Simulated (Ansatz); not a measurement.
# Puckered SnTe monolayer in a perpendicular field, part 2 of 2

Aim: how the puckered SnTe monolayer screens a field along its normal, and what the field does to its bands. A positive field points along +c.

Ansatz 0.2.0; plane-wave DFT, PBE-D3(BJ), Ansatz PAW.

So far. Step 2 (Relaxing the slab): The lattice constant a goes from 4.570 to 4.673 Å.

## 3. Single point, field 0

A sawtooth potential applies the field, turning back in the middle of the vacuum. With the dipole correction the typed value is the field outside the slab. The induced dipole is small, so the SCF threshold is tight.

The cell differs from the one that the last finished run ended in (c 36.981 → 21.098 Å).

Contents of input.yaml:

```yaml
crystal:
  lattice:
    - [4.6729716905, 0.0, 0.0]
    - [0.0, 4.5487014557, 0.0]
    - [0.0, 0.0, 21.0982575653]
  atoms:
    - { symbol: Sn, position: [0.0256213993, 0.0, 0.4351872906] }
    - { symbol: Te, position: [0.4743786007, 0.5, 0.4265755109] }
    - { symbol: Te, position: [0.9743786007, 0.0, 0.5734244891] }
    - { symbol: Sn, position: [0.5256213993, 0.5, 0.5648127094] }
kpoints:
  mp_grid: { grid: [10, 10, 1] }
  band_path:
    path:
      - [0, 0, 0]
      - [0.5, 0, 0]
      - [0.5, 0.5, 0]
      - [0, 0, 0]
      - [0, 0.5, 0]
      - [0.5, 0.5, 0]
    npoints: 16
hamiltonian:
  xc: pbe
  dispersion: d3bj
scf:
  occupations: { method: fermi_dirac, width: 0.02585 }
  convergence: { dr2_threshold: 1.0e-10 }
efield:
  axis: 3
  dipole_correction: true
  ramp_position: 0.97
  ramp_width: 0.06
  amplitude: 0
output:
  dos: { projected: true, e_range: [-6, 5] }
  write_potential: true
  write_density: true
  volumetric_format: npy
  elf: true
```

Run with:

```bash
ansatz run input.yaml --threads 2 --pin off --max-ram 3072MiB --backend cpu --events-out ev --progress --plain --runs-dir out
```

Numbers of over 12 decimals in the logs are rounded to 6 here.

The program printed:

```text
[...]
Crystal: 4 atoms, lattice volume = 448.464 Å³
Basis set: ecut = 420 eV, 8731 PW (Γ)
Bands: 36, of which v1, the nominal top of the filled ones, is band 30 counted from 1 (29 counted from 0)
Symmetry: 2 space group operations
k-points: 36 of 100 (time reversal used)
[...]
SCF iter   1: F=—  HF=-26010.288745 eV  |F-HF|=—  |Δ(HF+E_count)|=         —  Δρ=8.55e-4  dr2=1.74e-2  ethr=1.77e-3  p=0.000 e·Å  D=3.68e-14 V/Å  ΔV_dip=-0.00 eV  dr2_dipole=1.45e-11  V_vac-E_F(+/−)=4.06/4.06 eV  ⟨swp⟩=9.8  Hψ=6379  notcnv=0  defer=1
efield: sawtooth ramp at fractional position 0.9700 (set: `efield.ramp_position`, or a place that a band, a saddle search or an elastic batch's reference lends), width 0.0600; the density the first Hamiltonian is built on has a dipole p = 0.000 e·Å; the dipole correction subtracts the counter field D = 3.68e-14 V/Å, which shifts the + side's vacuum level by -0.00 eV against the − side's; the planar-averaged density in the ramp window peaks in size at 3.0e-6 e/Å³
[...]
SCF iter   2: F=—  HF=-26010.284845 eV  |F-HF|=—  |Δ(HF+E_count)|=   3.90e-3  Δρ=4.83e-4  dr2=2.81e-3  ethr=2.90e-5  p=0.000 e·Å  D=7.62e-7 V/Å  ΔV_dip=-0.00 eV  dr2_dipole=3.90e-10  V_vac-E_F(+/−)=3.93/3.93 eV  ⟨swp⟩=3.0  Hψ=2618  notcnv=0  defer=55
[...]
SCF iter  10: F=-26010.284824 eV  HF=-26010.284824 eV  |F-HF|=1.02e-10  |Δ(HF+E_count)|=  9.20e-10  Δρ=1.05e-7  dr2=6.37e-11  ethr=1.00e-12  p=0.000 e·Å  D=4.23e-8 V/Å  ΔV_dip=-0.00 eV  dr2_dipole=4.86e-13  V_vac-E_F(+/−)=3.80/3.80 eV  ⟨swp⟩=7.3  Hψ=4656  notcnv=0
SCF 1 converged in 10 iterations: F = -26010.284824 eV  dr2 = 6.37e-11
[...]
NSCF: frozen V_eff on 81 k-points
efield: sawtooth ramp at fractional position 0.9700 (kept from the solve that this one continues, or follows in the run), width 0.0600; the density the first Hamiltonian is built on has a dipole p = 0.000 e·Å; the dipole correction subtracts the counter field D = 4.23e-8 V/Å, which shifts the + side's vacuum level by -0.00 eV against the − side's; the planar-averaged density in the ramp window peaks in size at 1.4e-6 e/Å³
WARN: The output density's exchange-correlation potential varies sharply where the density is thin. Do not read a vacuum level from v_tot or v_xc, or from such a field of the output density. On a cell that repeats whose density bears no net charge and no dipole along the vacuum's axis use v_es (v_loc + v_h of the components); under efield.dipole_correction with no amplitude use v_es + v_field, which holds any externa [...]
SCF converged after 10 iterations
Free energy (F): -26010.284824 eV
[...]
Internal energy: -26010.284824 eV  (E = F + TS)
E sigma→0 (E₀):  -26010.284824 eV
Fermi energy:    -0.052262 eV
Dipole field:    D = -0.000001 V/Å  (p = -0.000001 e·Å, saw-weighted, corrected)
Work function:   Φ+ = 3.8031 eV   Φ− = 3.8031 eV
Levels:          The Fermi level and band energies are counted from a zero that moves with the ramp; work functions are not
[...]
--- Band table (eV; the first three rows and the last of 36) ---
  k-point 0: bands = [... 26 lower, -3.2959, -2.2109, -2.1871, -1.3483, 0.8941, 2.2203, 2.7536, 3.0439, ... 2 higher]
  k-point 1: bands = [... 26 lower, -3.1640, -2.2156, -1.9364, -1.3723, 0.8792, 2.4049, 2.4628, 2.6911, ... 2 higher]
  k-point 2: bands = [... 26 lower, -2.8771, -2.0822, -1.4944, -1.4618, 0.8766, 1.7224, 1.9366, 2.5304, ... 2 higher]
  k-point 35: bands = [... 26 lower, -3.6878, -3.6878, -2.2417, -2.2417, 2.1748, 2.1748, 3.3461, 3.3461, ... 2 higher]
```

Wall time 16 s (2 threads of AMD EPYC 9R45, shared host); peak memory 1.2 GiB.

This step gave:

| Quantity | Value |
| --- | --- |
| dipole along the normal | -1.45e-6 e·Å |
| gap along the path | 0.8352 eV |
| smallest direct gap along the path | 0.8436 eV |
| ionisation energy, upper face | 4.217 eV |
| electron affinity, upper face | 3.382 eV |
| gap, the smaller of path and mesh | 0.8352 eV |

Running mean over a fixed 2.8 Å (it still follows the layers) of the planar mean; the ramp of the sawtooth is left out. Electron's electrostatic potential energy less the Fermi level against z:

| z (Å) | electron's electrostatic potential energy less the Fermi level (eV) |
| --- | --- |
| 3.0 | 3.80 |
| 3.5 | 3.80 |
| 4.0 | 3.80 |
| 4.5 | 3.80 |
| 5.0 | 3.80 |
| 5.5 | 3.78 |
| 6.0 | 3.73 |
| 6.5 | 3.50 |
| 7.0 | 2.66 |
| 7.5 | 1.43 |
| 8.0 | 0.425 |
| 8.5 | -0.910 |
| 9.0 | -1.54 |
| 9.5 | -1.58 |
| 10.0 | -1.47 |
| 10.5 | -1.66 |
| 11.0 | -1.50 |
| 11.5 | -1.54 |
| 12.0 | -1.59 |
| 12.5 | -1.10 |
| 13.0 | 0.175 |
| 13.5 | 1.24 |
| 14.0 | 2.41 |
| 14.5 | 3.41 |
| 15.0 | 3.70 |
| 15.5 | 3.78 |
| 16.0 | 3.80 |
| 16.5 | 3.80 |
| 17.0 | 3.80 |
| 17.5 | 3.80 |
| 18.0 | 3.80 |

The density of states has structure finer than the step of the table below, so its rows give means over 0.25 eV, whole bins alone (the curve runs from -6 to 1.75 eV). Peaks (eV: height): -3.630: 8.74, -3.330: 5.96, -2.310: 6.10, -2.200: 6.81, -1.340: 5.61, 0.950: 8.81, 1.280: 4.80.

The density of states by energy, zero at the Fermi level of the run, which the smearing sets inside the gap; means over each step:

energy (eV), density of states (states/eV a cell) and a bar:
```
    -5.75       0.17 #
    -5.50       0.00 
    -5.25       0.00 
    -5.00       0.00 
    -4.75       0.51 ###
    -4.50       1.06 #####
    -4.25       1.10 ######
    -4.00       1.26 ######
    -3.75       1.91 ##########
    -3.50       4.87 #########################
    -3.25       4.81 #########################
    -3.00       3.64 ###################
    -2.75       3.10 ################
    -2.50       3.32 #################
    -2.25       5.85 ##############################
    -2.00       3.98 ####################
    -1.75       1.74 #########
    -1.50       2.68 ##############
    -1.25       3.77 ###################
    -1.00       3.21 ################
    -0.75       1.00 #####
    -0.50       0.11 #
    -0.25       0.00 
     0.00       0.00 
     0.25       0.00 
     0.50       0.47 ##
     0.75       2.91 ###############
     1.00       4.11 #####################
     1.25       3.43 ##################
     1.50       3.39 #################
```

Projected DOS per atom over height of the atomic layer and energy from the Fermi level. Layers: SnTe SnTe from below.

Values in states/eV, 22 rows by 2 columns, each cell a mean:
```
0.81 0.81
0.80 0.80
1.05 1.05
0.15 0.15
0.00 0.00
0.00 0.00
0.05 0.05
0.61 0.61
0.90 0.90
0.49 0.49
0.88 0.88
1.29 1.29
0.75 0.75
0.93 0.93
1.22 1.22
0.62 0.62
0.30 0.30
0.28 0.28
0.11 0.11
0.00 0.00
0.00 0.00
0.08 0.08
```
Columns: height of the atomic layer (Å) from 9.09 to 12.0; rows upwards: energy from the Fermi level (eV) from -5.96 to 1.69.

The electronic bands at the labelled points (eV, zero at the Fermi level of the run, which the smearing sets inside the gap):

| point | band 27 | band 28 | band 29 | band 30 | band 31 | band 32 | band 33 | band 34 |
| --- | --- | --- | --- | --- | --- | --- | --- | --- |
| Γ | -3.24 | -2.16 | -2.13 | -1.30 | 0.95 | 2.27 | 2.81 | 3.10 |
| halfway | -2.59 | -1.86 | -1.53 | -1.11 | 0.97 | 1.40 | 1.63 | 2.39 |
| X | -1.92 | -1.92 | -0.80 | -0.80 | 0.78 | 0.78 | 0.97 | 0.97 |
| halfway | -2.81 | -2.81 | -1.96 | -1.96 | 1.94 | 1.94 | 2.47 | 2.47 |
| S | -3.64 | -3.64 | -2.19 | -2.19 | 2.23 | 2.23 | 3.40 | 3.40 |
| halfway | -2.99 | -2.05 | -1.70 | -0.83 | 0.77 | 1.27 | 1.54 | 2.86 |
| Γ | -3.24 | -2.16 | -2.13 | -1.30 | 0.95 | 2.27 | 2.81 | 3.10 |
| halfway | -2.66 | -1.94 | -1.48 | -1.20 | 0.96 | 1.36 | 1.59 | 2.36 |
| Y | -1.99 | -1.99 | -0.97 | -0.97 | 0.71 | 0.71 | 0.84 | 0.84 |
| halfway | -2.87 | -2.87 | -2.02 | -2.02 | 1.93 | 1.93 | 2.37 | 2.37 |
| S | -3.64 | -3.64 | -2.19 | -2.19 | 2.23 | 2.23 | 3.40 | 3.40 |

Electrostatic potential energy in the ca plane at fractional y = 0.000, with atoms of Sn and Te within 0.2 Å of it. With pseudopotentials it is smooth inside the atoms' cores, unlike the true potential.

Values in eV, 7 rows by 16 columns, each cell a mean:
```
  4   4   4   4   4   4   2 -10  -8  -6  -9  -1  -5   4   4   4
  4   4   4   4   4   4   3  -1  -6   1  -6 -11   1   4   4   4
  4   4   4   4   4   4   4   3   2   3   2   2   3   4   4   4
  4   4   4   4   4   4   4   3   3   3   3   3   4   4   4   4
  4   4   4   4   4   4   3   1  -1   2   2   2   3   4   4   4
  4   4   4   4   4   4   2  -8 -13  -3  -5 -10   1   4   4   4
  4   4   4   4   4   4   2  -9   1  -9  -9  -2  -5   4   4   4
```
Columns run along c (16.0 Å, from fractional 0.05 to 0.81 of the cell; values clipped at the 3rd and 97th percentile), rows up along a (4.7 Å). Atoms in or near the plane, at fractional coordinates: Sn at (0.44, 0.03), Te at (0.57, 0.97).

ELF in the ca plane at fractional y = 0.000, with atoms of Sn and Te within 0.2 Å of it. It is the smooth field of the valence electrons, not physical close to the nuclei.

Values, 7 rows by 16 columns, each cell a mean:
```
0.00 0.00 0.00 0.00 0.00 0.05 0.53 0.44 0.20 0.42 0.39 0.17 0.68 0.38 0.05 0.00
0.00 0.00 0.00 0.00 0.00 0.01 0.19 0.44 0.35 0.27 0.54 0.54 0.59 0.19 0.02 0.00
0.00 0.00 0.00 0.00 0.00 0.00 0.02 0.09 0.10 0.06 0.30 0.39 0.19 0.03 0.00 0.00
0.00 0.00 0.00 0.00 0.00 0.00 0.01 0.05 0.07 0.04 0.06 0.07 0.02 0.00 0.00 0.00
0.00 0.00 0.00 0.00 0.00 0.00 0.04 0.18 0.21 0.11 0.27 0.38 0.20 0.03 0.00 0.00
0.00 0.00 0.00 0.00 0.00 0.01 0.25 0.38 0.26 0.31 0.58 0.60 0.66 0.22 0.02 0.00
0.00 0.00 0.00 0.00 0.00 0.06 0.53 0.34 0.05 0.41 0.42 0.20 0.70 0.40 0.05 0.00
```
Columns run along c (16.0 Å, from fractional 0.05 to 0.81 of the cell), rows up along a (4.7 Å). Atoms in or near the plane, at fractional coordinates: Sn at (0.44, 0.03), Te at (0.57, 0.97).

Valence density in the ca plane at fractional y = 0.000, with atoms of Sn and Te within 0.2 Å of it. It is the smooth field of the valence electrons, not physical close to the nuclei.

Values in units of 1e0 e/Å³, 7 rows by 16 columns, each cell a mean:
```
0.0 0.0 0.0 0.0 0.0 0.0 0.0 0.9 3.6 0.4 2.4 7.6 0.3 0.0 0.0 0.0
0.0 0.0 0.0 0.0 0.0 0.0 0.0 0.1 0.3 0.1 0.4 0.7 0.1 0.0 0.0 0.0
0.0 0.0 0.0 0.0 0.0 0.0 0.0 0.0 0.1 0.0 0.1 0.1 0.0 0.0 0.0 0.0
0.0 0.0 0.0 0.0 0.0 0.0 0.0 0.0 0.0 0.0 0.0 0.0 0.0 0.0 0.0 0.0
0.0 0.0 0.0 0.0 0.0 0.0 0.0 0.1 0.1 0.1 0.1 0.1 0.0 0.0 0.0 0.0
0.0 0.0 0.0 0.0 0.0 0.0 0.0 0.5 1.5 0.2 0.3 0.6 0.1 0.0 0.0 0.0
0.0 0.0 0.0 0.0 0.0 0.0 0.0 2.0 9.1 0.5 2.2 6.9 0.3 0.0 0.0 0.0
```
Columns run along c (16.0 Å, from fractional 0.05 to 0.81 of the cell), rows up along a (4.7 Å). Atoms in or near the plane, at fractional coordinates: Sn at (0.44, 0.03), Te at (0.57, 0.97).

The gap is 0.84 eV, with the valence edge 4.22 eV and the conduction edge 3.38 eV under the upper vacuum level. Spin-orbit coupling, left out in this run, matters for the bands of elements this heavy.

## 4. Single point, field 0.1 V/Å

input.yaml: that of step 3 with these lines changed.

```diff
@@ -32,5 +32,4 @@
   ramp_width: 0.06
-  amplitude: 0
+  amplitude: 0.1
 output:
-  dos: { projected: true, e_range: [-6, 5] }
   write_potential: true
@@ -38,2 +37 @@
   volumetric_format: npy
-  elf: true
```

The program printed:

```text
[...]
Crystal: 4 atoms, lattice volume = 448.464 Å³
Basis set: ecut = 420 eV, 8731 PW (Γ)
Bands: 36, of which v1, the nominal top of the filled ones, is band 30 counted from 1 (29 counted from 0)
Symmetry: 2 space group operations
k-points: 36 of 100 (time reversal used)
[...]
k-point 0: bands = [... 26 lower, -3.2965, -2.2115, -2.1877, -1.3489, 0.8920, 2.2197, 2.7529, 3.0433, ... 2 higher]
  k-point 1: bands = [... 26 lower, -3.1646, -2.2162, -1.9370, -1.3729, 0.8772, 2.4040, 2.4625, 2.6905, ... 2 higher]
  k-point 2: bands = [... 26 lower, -2.8777, -2.0827, -1.4950, -1.4624, 0.8748, 1.7218, 1.9360, 2.5297, ... 2 higher]
  k-point 35: bands = [... 26 lower, -3.6886, -3.6880, -2.2465, -2.2381, 2.1685, 2.1795, 3.3434, 3.3460, ... 2 higher]
[key lines of the parts left out:]
SCF converged after 12 iterations
Free energy (F): -26010.288260 eV
Fermi energy:    -0.052871 eV
Dipole field:    D = 0.027728 V/Å  (p = 0.068721 e·Å, saw-weighted, corrected)
```

The job ended after 16 s (2 threads; peak memory 1 GiB).

The dipole is 0.0687 e·Å, and the gap 0.835 eV.

## 5. Single point, field -0.1 V/Å

input.yaml: that of step 4 with these lines changed.

```diff
@@ -32,3 +32,3 @@
   ramp_width: 0.06
-  amplitude: 0.1
+  amplitude: -0.1
 output:
```

The program printed:

```text
[...]
Crystal: 4 atoms, lattice volume = 448.464 Å³
Basis set: ecut = 420 eV, 8731 PW (Γ)
Bands: 36, of which v1, the nominal top of the filled ones, is band 30 counted from 1 (29 counted from 0)
Symmetry: 2 space group operations
k-points: 36 of 100 (time reversal used)
[...]
k-point 0: bands = [... 26 lower, -3.2965, -2.2115, -2.1877, -1.3489, 0.8920, 2.2197, 2.7529, 3.0433, ... 2 higher]
  k-point 1: bands = [... 26 lower, -3.1646, -2.2162, -1.9370, -1.3729, 0.8772, 2.4040, 2.4625, 2.6905, ... 2 higher]
  k-point 2: bands = [... 26 lower, -2.8777, -2.0827, -1.4950, -1.4624, 0.8748, 1.7218, 1.9360, 2.5297, ... 2 higher]
  k-point 35: bands = [... 26 lower, -3.6886, -3.6880, -2.2465, -2.2381, 2.1685, 2.1795, 3.3434, 3.3460, ... 2 higher]
[key lines of the parts left out:]
SCF converged after 12 iterations
Free energy (F): -26010.288260 eV
Fermi energy:    -0.052871 eV
Dipole field:    D = -0.027728 V/Å  (p = -0.068721 e·Å, saw-weighted, corrected)
```

Elapsed: 17 s, on 2 threads; peak memory 1 GiB; 33 s of CPU time.

The dipole is -0.0687 e·Å, and the gap 0.835 eV.

## 6. Response, atoms held

This step: plane-wave DFT, PBE-D3(BJ), Ansatz PAW; response to a field along the normal, atoms held (Ansatz 0.2.0).

The dipoles give the slope, and the difference of two potentials shows where the field is screened.

Numbers from this step:

| Property | Result |
| --- | --- |
| equivalent conductor thickness p/(ε₀AE) | 5.850 Å |
| distance between the outer atoms | 3.098 Å |

Table of dipole of the cell by applied field:

| applied field (V/Å) | dipole of the cell (e·Å) |
| --- | --- |
| -0.1000 | -0.0687 |
| 0.0000 | -1.4e-6 |
| 0.1000 | 0.0687 |

Local field over the applied field, running mean. From the potentials at -0.1 and 0.1 V/Å; running mean over 2.5 Å. Local field over applied field against z:

| z (Å) | local field over applied field |
| --- | --- |
| 4.10 | 0.999 |
| 4.40 | 0.998 |
| 4.84 | 0.994 |
| 5.13 | 0.990 |
| 5.57 | 0.975 |
| 5.86 | 0.957 |
| 6.15 | 0.926 |
| 6.59 | 0.845 |
| 6.89 | 0.763 |
| 7.18 | 0.662 |
| 7.62 | 0.495 |
| 7.91 | 0.387 |
| 8.35 | 0.241 |
| 8.64 | 0.159 |
| 8.94 | 0.0932 |
| 9.38 | 0.0350 |
| 9.67 | 0.0228 |
| 9.96 | 0.0232 |
| 10.40 | 0.0288 |
| 10.70 | 0.0288 |
| 11.14 | 0.0232 |
| 11.43 | 0.0228 |
| 11.72 | 0.0350 |
| 12.16 | 0.0932 |
| 12.45 | 0.159 |
| 12.75 | 0.241 |
| 13.19 | 0.387 |
| 13.48 | 0.495 |
| 13.92 | 0.662 |
| 14.21 | 0.763 |
| 14.51 | 0.845 |
| 14.94 | 0.926 |
| 15.24 | 0.957 |
| 15.53 | 0.975 |
| 15.97 | 0.990 |
| 16.26 | 0.994 |
| 16.70 | 0.998 |
| 17.00 | 0.999 |

Electrons, planar mean, per unit field. Table of induced electron density by z:

z (Å), induced electron density (e/Å³ per V/Å) and a bar from the least value:
```
     4.10    0.00000 ###############
     4.40    0.00001 ###############
     4.84    0.00002 ###############
     5.13    0.00005 ###############
     5.57    0.00012 ###############
     5.86    0.00021 ################
     6.15    0.00037 ################
     6.59    0.00083 ##################
     6.89    0.00137 ####################
     7.18    0.00216 #######################
     7.62    0.00353 #############################
     7.91    0.00391 ##############################
     8.35    0.00224 ########################
     8.64    0.00059 #################
     8.94   -0.00024 ##############
     9.38   -0.00030 ##############
     9.67    0.00005 ###############
     9.96    0.00022 ################
    10.40    0.00012 ###############
    10.70   -0.00012 ###############
    11.14   -0.00022 ##############
    11.43   -0.00005 ###############
    11.72    0.00030 ################
    12.16    0.00024 ################
    12.45   -0.00059 #############
    12.75   -0.00224 ######
    13.19   -0.00391 
    13.48   -0.00353 #
    13.92   -0.00216 #######
    14.21   -0.00137 ##########
    14.51   -0.00083 ############
    14.94   -0.00037 ##############
    15.24   -0.00021 ##############
    15.53   -0.00012 ###############
    15.97   -0.00005 ###############
    16.26   -0.00002 ###############
    16.70   -0.00001 ###############
    17.00    0.00000 ###############
```

The smaller of the gaps on the path and on the k-mesh, counted as 0 under 0.03 eV. The gap stays at 0.835 eV for applied field from -0.1 to 0.1 V/Å.

By hand: between -0.1 and 0.1 V/Å the dipole changes by 0.1374 e·Å, a slope of 0.6872 e·Å²/V. A perfect conductor of thickness t has p = ε₀AEt, so t = 180.95 × 0.6872 / 21.256 = 5.85 Å (e/ε₀ = 180.95 V·Å, A in Å²).

The induced dipole is that of a conductor 5.85 Å thick.

## 7. Outcome

```yaml
gap_without_field: 0.835 eV
ionisation_energy_upper_face: 4.22 eV
electron_affinity_upper_face: 3.38 eV
equivalent_conductor_thickness_atoms_held: 5.85 Å
```

In words: The induced dipole equals that of a perfect conductor 5.85 Å thick, while the outer atoms lie 3.10 Å apart; an out-of-plane ε follows only once a thickness t is chosen, by 1 − 1/ε = 5.85 Å / t. The gap stays within 0.01 eV of 0.84 eV over the fields run, up to 0.1 V/Å in size. Semilocal functionals give gaps that are too small, and excitons are not included. Spin-orbit coupling is left out, which matters for the bands of elements this heavy.

[Logs are printed without paths, hosts, clocks, repeated set-up lines and the standing remarks that a program may print on its own settings, such as how far it seeks lower states.]

[Hosts, paths, dates, database ids (printed as entryN), source tags and the programs' standing remarks are cut or masked in the printed files.]

[Maps of the electrostatic potential energy from Ansatz leave out the sawtooth potential of an applied field or a dipole correction, so their vacuum need not be flat; planar profiles and work functions include it.]

[The density of states shown here was stored with 400 of the rows of the run's finer table, so its peaks can read low, often by over a quarter, or be missed, and its means over a window can be off by a tenth or more.]
